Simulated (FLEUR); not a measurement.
# AlN (P6_3mc) in FLEUR: single point with PBE

Aim: the single point of AlN with PBE.

Everything below comes from runs of FLEUR MaX-R8.1 (later development tree). Logs are shortened: lines on timing, memory, paths and dates and some standing lists are left out, and cuts for length are marked.

**What was measured.**

“Self-assembly of well-separated AlN nanowires directly on sputtered metallic TiN films”, 2019, arxiv:1910.07391 quotes, for a bulk crystal of AlN at 10 K: band gap 6.034 eV (an exciton energy, a little under the gap).

The runs below are set against these values where they give the same quantity.

### 1 The structure

Symmetry: P6_3mc, No. 186, hexagonal system. Conventional cell: a = 3.113 Å, b = 3.113 Å, c = 4.981 Å, α = 90.00°, β = 90.00°, γ = 120.00°. Around Al (site symmetry 3m) lie 4 N at 1.89 Å. N (site symmetry 3m) is surrounded by 4 Al at 1.89 Å.

### 2 Single point, PBE

inp.xml reads:

```xml
<?xml version="1.0" encoding="UTF-8" standalone="no"?>
<fleurInput fleurInputVersion="0.39">
   <comment>
      AlN                                                                                                 
   </comment>
   <calculationSetup>
      <cutoffs Kmax="4.83" Gmax="15.0" GmaxXC="15.0" numbands="0"/>
      <scfLoop itmax="60" minDistance="0.00001" maxIterBroyd="15" imix="Anderson" alpha="0.05" precondParam="0.0" spinf="2.0" sdNocoIR="T"/>
      <coreElectrons ctail="T" frcor="F" kcrel="0" coretail_lmax="0"/>
      <xcFunctional name="pbe" relativisticCorrections="F"/>
      <magnetism jspins="1"/>
      <soc l_soc="F" theta="0.0" phi="0.0" spav="F"/>
      <expertModes spex="0" secvar="F"/>
      <geometryOptimization l_f="T" forcealpha="1.0" forcemix="BFGS" epsdisp="0.0005" epsforce="0.0002"/>
      <ldaU l_linMix="F" mixParam="0.05" spinf="1.0"/>
   </calculationSetup>
   <cell>
      <bzIntegration valenceElectrons="32.0" mode="hist" fermiSmearingEnergy="0.00183747">
         <kPointListSelection listName="default-1"/>
         <!-- k-points included here -->
         <xi:include xmlns:xi="http://www.w3.org/2001/XInclude" href="kpts.xml"> </xi:include>
      </bzIntegration>
      <!-- symmetry operations included here -->
      <xi:include xmlns:xi="http://www.w3.org/2001/XInclude" href="sym.xml"> </xi:include>
      <bulkLattice scale="1.0">
         <bravaisMatrix>
            <row-1>    5.8827174258797994     0.0000000000000000     0.0000000000000000</row-1>
            <row-2>   -2.9413587129398997     5.0945827341332919     0.0000000000000000</row-2>
            <row-3>    0.0000000000000000     0.0000000000000000     9.4127258266325988</row-3>
         </bravaisMatrix>
      </bulkLattice>
   </cell>
   <atomSpecies>
      <species name="Aluminum (Al)" element="Al" atomicNumber="13">
         <mtSphere radius="1.72" gridPoints="585" logIncrement="0.019"/>
         <atomicCutoffs lmax="8" lnonsphr="6"/>
         <electronConfig flipSpins="F">
            <coreConfig>(1s1/2)</coreConfig>
            <valenceConfig>(2s1/2) (2p1/2) (2p3/2) (3s1/2) (3p1/2) (3p3/2)</valenceConfig>
            <stateOccupation state="(3p1/2)" spinUp="0.166667" spinDown="0.166667"/>
            <stateOccupation state="(3p3/2)" spinUp="0.333333" spinDown="0.333333"/>
         </electronConfig>
         <energyParameters s="3" p="3" d="3" f="4"/>
         <lo type="SCLO" l="0" n="2" eDeriv="0"/>
         <lo type="SCLO" l="1" n="2" eDeriv="0"/>
         <lo type="SCLO" l="2" n="3" eDeriv="2"/>
         <lo type="SCLO" l="3" n="4" eDeriv="2"/>
      </species>
      <species name="Nitrogen (N)" element="N" atomicNumber="7">
         <mtSphere radius="1.49" gridPoints="509" logIncrement="0.021"/>
         <atomicCutoffs lmax="8" lnonsphr="6"/>
         <electronConfig flipSpins="F">
            <coreConfig>(1s1/2)</coreConfig>
            <valenceConfig>(2s1/2) (2p1/2) (2p3/2)</valenceConfig>
            <stateOccupation state="(2p1/2)" spinUp="0.500000" spinDown="0.500000"/>
            <stateOccupation state="(2p3/2)" spinUp="1.000000" spinDown="1.000000"/>
         </electronConfig>
         <energyParameters s="2" p="2" d="3" f="4"/>
         <lo type="SCLO" l="0" n="2" eDeriv="2"/>
         <lo type="SCLO" l="1" n="2" eDeriv="2"/>
         <lo type="SCLO" l="2" n="3" eDeriv="2"/>
      </species>
   </atomSpecies>
   <atomGroups>
      <atomGroup species="Aluminum (Al)">
         <relPos label="                   1">-1.000/3.000 1.000/3.000 1.000/2.000</relPos>
         <relPos label="                   2">1.000/3.000 -1.000/3.000 .0000000000</relPos>
         <force calculate="T" relaxXYZ="TTT"/>
      </atomGroup>
      <atomGroup species="Nitrogen (N)">
         <relPos label="                   3">-1.000/3.000 1.000/3.000 -3.000/25.000</relPos>
         <relPos label="                   4">1.000/3.000 -1.000/3.000 .3800000000</relPos>
         <force calculate="T" relaxXYZ="TTT"/>
      </atomGroup>
   </atomGroups>
   <output dos="F" band="F" slice="F">
      <checks vchk="F" cdinf="F"/>
      <bandDOS minEnergy="-.5*Htr" maxEnergy="0.5*Htr" sigma="0.015" storeEVData="T"/>
      <vacuumDOS vacdos="F" integ="F" star="F" nstars="0" locx1="0.0" locy1="0.0" locx2="0.0" locy2="0.0" nstm="0" tworkf="0.0"/>
      <unfoldingBand unfoldBand="F" supercellX="1" supercellY="1" supercellZ="1"/>
      <plotting iplot="0" polar="F">
         <plot TwoD="T" vec1="  1.0  0.0  0.0" vec2="  0.0  1.0  0.0" vec3="  0.0  0.0  1.0" zero="  0.0  0.0  0.0" file="plot"/>
      </plotting>
      <chargeDensitySlicing numkpt="0" minEigenval="0.0" maxEigenval="0.0" nnne="0" pallst="F"/>
      <specialOutput eonly="F"/>
      <moessbauerParams electricFieldGradient="T" isomerShift="T" coreHyperfine="T" valenceHyperfine="T"/>
      <magneticCircularDichroism mcd="F" energyLo="-10.0" energyUp="0.0"/>
   </output>
  <!-- We include the file relax.xml here to enable relaxations (see documentation) -->
  <xi:include xmlns:xi="http://www.w3.org/2001/XInclude" href="relax.xml"> <xi:fallback/> </xi:include>
</fleurInput>
```

crystal.txt reads:

```
AlN
&input cartesian=F /
3.1130000000  0.0000000000  0.0000000000
-1.5565000000  2.6959370820  0.0000000000
0.0000000000  0.0000000000  4.9810000000
1.8897261246
1.0 1.0 1.0

4
13 0.6666666667  0.3333333333  0.5000000000
13 0.3333333333  0.6666666667  0.0000000000
7 0.6666666667  0.3333333333  0.8800000000
7 0.3333333333  0.6666666667  0.3800000000

&kpt div1=10 div2=10 div3=6 gamma=T /
```

Potentials or basis: all-electron, FLAPW.

Started as:

```bash
> inpgen -f crystal.txt -profile fastHighL
> # inp.xml edited to the form shown
> fleur_MPI
```

Output:

```text
Welcome to FLEUR        (www.flapw.de)
      MaX-Release 8.1          (www.max-centre.eu)

 ========== k-point set info ==========
 Selected k-point list: default-1
 k-point list type: mesh
 10 x 10 x 6
 Number of k points: 56

 ------------Calculation Setup---------------------------
 Number of MPI-tasks      :            1
 Number of PE/node        :            1
 Number of OMP-threads    :            1
 Most efficient MPI parallelization for:
           1           2           4           7           8          14          28          56
 Additional eigenvalue parallelization possible
 Number of basis functions:          664
 Approximate size of matrices (H+S) per k-point:         0.013 GB
 --------------------------------------------------------
 Iteration:     1   Distance:      27.81870205 me/bohr^3
 Iteration:     2   Distance:      24.10340070 me/bohr^3
 Iteration:     3   Distance:       8.17586558 me/bohr^3
 Iteration:     4   Distance:       4.95906352 me/bohr^3
 Iteration:     5   Distance:       0.78039164 me/bohr^3
 Iteration:     6   Distance:       0.68185350 me/bohr^3
 Iteration:     7   Distance:       0.17828710 me/bohr^3
 Iteration:     8   Distance:       0.14176093 me/bohr^3
 Iteration:     9   Distance:       0.02703411 me/bohr^3
 Iteration:    10   Distance:       0.00470996 me/bohr^3
 Iteration:    11   Distance:       0.00197327 me/bohr^3
 Iteration:    12   Distance:       0.00055739 me/bohr^3
 Iteration:    13   Distance:       0.00017672 me/bohr^3
 Iteration:    14   Distance:       0.00001374 me/bohr^3
 Iteration:    15   Distance:       0.00000326 me/bohr^3
 Reset of history

 ********************************************************************
 Run finished successfully
 Stop message:
   Structural relaxation: new displacements generated
 ********************************************************************
```

It took 4.6 min on 1 thread of Arm Neoverse V1, shared host; peak memory 0.08 GiB.

Results:

- Free energy: -16200.7552 eV
- Largest force: 0.129 eV/Å
- Band gap on the k mesh: 4.22 eV, direct
- Valence electrons inside the program's atomic spheres: Al 8.55; N 3.72 (radii Al 1.72, N 1.49 bohr)

Forces on the atoms (eV/Å):
```
Al   0.000  0.000 -0.129
Al   0.000  0.000 -0.129
N    0.000  0.000  0.129
N    0.000  0.000  0.129
```

Levels at points of the mesh, in eV from the valence-band top:
| k point | band 13 | band 14 | band 15 | band 16 | band 17 | band 18 | band 19 | band 20 |
| --- | --- | --- | --- | --- | --- | --- | --- | --- |
| (0.00, 0.00, 0.00) | -0.83 | -0.18 | -0.18 | 0.00 | 4.22 | 6.66 | 10.61 | 11.16 |
| (0.00, 0.00, 0.50) | -0.51 | -0.51 | -0.51 | -0.51 | 6.47 | 6.47 | 10.34 | 10.34 |
| (0.00, 0.50, 0.00) | -3.33 | -2.06 | -1.77 | -0.66 | 5.82 | 5.83 | 8.20 | 10.30 |
| (0.00, 0.50, 0.50) | -1.44 | -1.44 | -1.35 | -1.35 | 5.32 | 5.32 | 9.29 | 9.29 |

Core levels (eV from the Fermi level):
```
atom         levels
1 Al  1s1/2 -1503.2
2 Al  1s1/2 -1503.2
 3 N   1s1/2 -373.6
 4 N   1s1/2 -373.6
```

### 3 Against experiment

Step 2. A measured gap of AlN is 6.034 eV (an exciton energy, a little under the gap; 10 K; quoted in “Self-assembly of well-separated AlN nanowires directly on sputtered metallic TiN films”, 2019, arxiv:1910.07391); the calculated 4.22 eV misses it by -1.82 eV. 2 values of this kind are on record (6.034 to 6.0343 eV); this one was drawn at random. The value is that of PBE on a finite k mesh, which can miss the band edges, without temperature or zero-point motion. Semilocal functionals fall short of measured gaps as a rule.
